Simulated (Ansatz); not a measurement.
Rock-salt LiI, treated with r²SCAN-D4 (Ansatz, a first-principles code, plane waves, PAW).

Numerical settings: plane-wave cutoff 560 eV, 10×10×10 k mesh, Fermi–Dirac smearing 0.01 eV, scalar-relativistic PAW data made under PBE.

Computed points:

```
V (Å³/atom)  E − E_lowest (meV/atom)
-----------  -----------------------
25.184                          7.33
25.720                          3.13
26.256                          0.76
26.792                          0.00
27.328                          0.70
27.864                          2.71
28.399                          5.88
```

### Question
Estimate the bulk modulus and its pressure derivative from these points.

### Answer
V0 = 26.792 Å³/atom, B0 = 21.7 GPa, B′ = 4.5 (fit to the energies at full precision).

Measured, for comparison: bulk modulus 24 GPa (0 K, extrapolated to 0 K; as tabulated in Doll and Stoll (1998), arXiv:cond-mat/9801031). Computed (rounded) less measured: bulk modulus -10 %.

Spin–orbit coupling is not included.

Static lattice: no zero-point or thermal effects.
